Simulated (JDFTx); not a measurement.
Here is a JDFTx 1.7.0 (patched build) calculation.

bands.in

```
lattice Face-Centered Cubic 8.5755771536
coords-type Lattice
ion P      0.7500000000     0.7500000000     0.7500000000 1
ion B      0.0000000000     0.0000000000     0.0000000000 1

ion-species pseudo/P.upf
ion-species pseudo/B.upf
elec-cutoff 38 304
elec-ex-corr gga-PBEsol
elec-smearing Fermi 0.0018374661
elec-n-bands 9
electronic-minimize nIterations 30 energyDiffThreshold 1e-06
davidson-band-ratio 1.3
forces-output-coords Cartesian
include path.kpoints
symmetries none
fix-electron-density run.$VAR

dump-name bands.$VAR
dump End Ecomponents EigStats BandEigs Kpoints Forces
```

Contents of path.kpoints:

```
kpoint +0.0000000000 +0.0000000000 +0.0000000000 0.020000000000
kpoint +0.0714285714 +0.0000000000 +0.0714285714 0.020000000000
kpoint +0.1428571429 +0.0000000000 +0.1428571429 0.020000000000
kpoint +0.2142857143 +0.0000000000 +0.2142857143 0.020000000000
kpoint +0.2857142857 +0.0000000000 +0.2857142857 0.020000000000
kpoint +0.3571428571 +0.0000000000 +0.3571428571 0.020000000000
kpoint +0.4285714286 +0.0000000000 +0.4285714286 0.020000000000
kpoint +0.5000000000 +0.0000000000 +0.5000000000 0.020000000000
kpoint +0.5000000000 +0.0833333333 +0.5833333333 0.020000000000
kpoint +0.5000000000 +0.1666666667 +0.6666666667 0.020000000000
kpoint +0.5000000000 +0.2500000000 +0.7500000000 0.020000000000
kpoint +0.4375000000 +0.3125000000 +0.7500000000 0.020000000000
kpoint +0.3750000000 +0.3750000000 +0.7500000000 0.020000000000
kpoint +0.3281250000 +0.3281250000 +0.6562500000 0.020000000000
kpoint +0.2812500000 +0.2812500000 +0.5625000000 0.020000000000
kpoint +0.2343750000 +0.2343750000 +0.4687500000 0.020000000000
kpoint +0.1875000000 +0.1875000000 +0.3750000000 0.020000000000
kpoint +0.1406250000 +0.1406250000 +0.2812500000 0.020000000000
kpoint +0.0937500000 +0.0937500000 +0.1875000000 0.020000000000
kpoint +0.0468750000 +0.0468750000 +0.0937500000 0.020000000000
kpoint +0.0000000000 +0.0000000000 +0.0000000000 0.020000000000
kpoint +0.0833333333 +0.0833333333 +0.0833333333 0.020000000000
kpoint +0.1666666667 +0.1666666667 +0.1666666667 0.020000000000
kpoint +0.2500000000 +0.2500000000 +0.2500000000 0.020000000000
kpoint +0.3333333333 +0.3333333333 +0.3333333333 0.020000000000
kpoint +0.4166666667 +0.4166666667 +0.4166666667 0.020000000000
kpoint +0.5000000000 +0.5000000000 +0.5000000000 0.020000000000
kpoint +0.5250000000 +0.4500000000 +0.5250000000 0.020000000000
kpoint +0.5500000000 +0.4000000000 +0.5500000000 0.020000000000
kpoint +0.5750000000 +0.3500000000 +0.5750000000 0.020000000000
kpoint +0.6000000000 +0.3000000000 +0.6000000000 0.020000000000
kpoint +0.6250000000 +0.2500000000 +0.6250000000 0.020000000000
kpoint +0.5625000000 +0.2500000000 +0.6875000000 0.020000000000
kpoint +0.5000000000 +0.2500000000 +0.7500000000 0.020000000000
kpoint +0.5000000000 +0.2916666667 +0.7083333333 0.020000000000
kpoint +0.5000000000 +0.3333333333 +0.6666666667 0.020000000000
kpoint +0.5000000000 +0.3750000000 +0.6250000000 0.020000000000
kpoint +0.5000000000 +0.4166666667 +0.5833333333 0.020000000000
kpoint +0.5000000000 +0.4583333333 +0.5416666667 0.020000000000
kpoint +0.5000000000 +0.5000000000 +0.5000000000 0.020000000000
kpoint +0.4791666667 +0.4791666667 +0.5416666667 0.020000000000
kpoint +0.4583333333 +0.4583333333 +0.5833333333 0.020000000000
kpoint +0.4375000000 +0.4375000000 +0.6250000000 0.020000000000
kpoint +0.4166666667 +0.4166666667 +0.6666666667 0.020000000000
kpoint +0.3958333333 +0.3958333333 +0.7083333333 0.020000000000
kpoint +0.3750000000 +0.3750000000 +0.7500000000 0.020000000000
kpoint +0.6250000000 +0.2500000000 +0.6250000000 0.020000000000
kpoint +0.5833333333 +0.1666666667 +0.5833333333 0.020000000000
kpoint +0.5416666667 +0.0833333333 +0.5416666667 0.020000000000
kpoint +0.5000000000 +0.0000000000 +0.5000000000 0.020000000000
```

Potentials or basis: PseudoDojo-SR-PBEsol-0.4.1-standard.

The run is started by

```sh
$ jdftx -c 1 -i bands.in -o bands.out
```

Task: Predict the band gap along the path.

Result: 1.14 eV, indirect (least direct gap 3.36 eV).

Levels at the corners of the path, in eV from the valence-band top:
```tsv
point	band 1	band 2	band 3	band 4	band 5
Γ	-15.50	0.00	0.00	0.00	3.36
X	-10.62	-8.59	-4.14	-4.14	1.23
W	-10.34	-8.05	-5.74	-5.53	5.24
K	-10.62	-8.17	-6.29	-3.53	2.04
Γ	-15.50	0.00	0.00	0.00	3.36
L	-12.15	-9.09	-1.76	-1.76	3.72
U	-10.62	-8.17	-6.29	-3.53	2.04
W	-10.34	-8.05	-5.74	-5.53	5.24
L	-12.15	-9.09	-1.76	-1.76	3.72
K	-10.62	-8.17	-6.29	-3.53	2.04
U	-10.62	-8.17	-6.29	-3.53	2.04
X	-10.62	-8.59	-4.14	-4.14	1.23
```
